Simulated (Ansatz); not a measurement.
Born–Oppenheimer molecular dynamics of a periodic cell of 12 atoms, ZrO2 (start crystal ZrO2, start structure Fm-3m, volume 1.1 times the crystal's). It starts from a structure without forces on its atoms.

All numbers below come from Ansatz 0.2.0, DFT PBE-D3(BJ), scalar-relativistic, plane waves, PAW. Settings: PAW set soft_1, cutoff 420 eV, k mesh 2x2x2, fermi-dirac smearing 0.3 eV, no spin polarisation.

| Property | Result |
| --- | --- |
| ensemble | NVE (velocity Verlet) |
| time step | 1.12 fs |
| steps asked | 200 |
| starting velocities drawn for | 7000 K |
| seed | 938457 |

First frame:

```xyz
12
Lattice="5.2543 0.0000 0.0000 0.0000 5.2543 0.0000 0.0000 0.0000 5.2543" Properties=species:S:1:pos:R:3
Zr 0.000 0.000 0.000
O 1.314 1.314 1.314
O 3.941 3.941 3.941
Zr 2.627 2.627 0.000
O 3.941 3.941 1.314
O 1.314 1.314 3.941
Zr 2.627 0.000 2.627
O 3.941 1.314 3.941
O 1.314 3.941 1.314
Zr 0.000 2.627 2.627
O 1.314 3.941 3.941
O 3.941 1.314 1.314
```

Q: What does the run give?

A: The run went to its last step.

```json
{
 "steps done": "200",
 "time covered": "224 fs",
 "mean temperature over the second half": "3752 K",
 "spread of the potential energy over the second half": "83.1 meV per atom",
 "mean potential energy of the second half above the start": "385.3 meV per atom"
}
```

The conserved energy stayed within 1.2 meV per atom of its start (net change 0.32 meV per atom), so the integration is sound. Over the second half the temperature averaged 0.54 of the 7000 K drawn at the start: a run that starts near a minimum puts about half its kinetic energy into the potential. A run of 0.22 ps of so small a system gives no equilibrium averages. The SCF threshold is loose, so the forces are noisy. Limits of this set-up: coarse k mesh.

Q: What happens to the structure?

A: Mean squared displacements from the first frame to the last, about the centre of mass: Zr 0.09 Å², O 0.49 Å². This is one draw of velocities; another would differ in detail.

Q: How do temperature and energy run in time?

A: 
| time (fs) | T (K) | potential energy less start (eV) | conserved less start (meV/atom) |
| --- | --- | --- | --- |
| 0 | 7000 | 0.000 | 0.00 |
| 17.92 | 3062 | 5.611 | 0.96 |
| 35.84 | 2991 | 5.708 | 0.67 |
| 53.76 | 3632 | 4.796 | 0.58 |
| 71.68 | 3495 | 4.994 | 0.84 |
| 89.6 | 4449 | 3.634 | 0.59 |
| 107.52 | 4229 | 3.944 | 0.31 |
| 125.44 | 3922 | 4.379 | 0.22 |
| 143.36 | 4148 | 4.060 | 0.42 |
| 161.28 | 2925 | 5.804 | 0.84 |
| 179.2 | 5307 | 2.410 | 0.29 |
| 197.12 | 3504 | 4.978 | 0.59 |
| 215.04 | 2906 | 5.830 | 0.75 |

Time of the run: 5.9 min on 1 thread of Arm Neoverse V2, with other jobs on the host, peak memory 0.43 GiB.
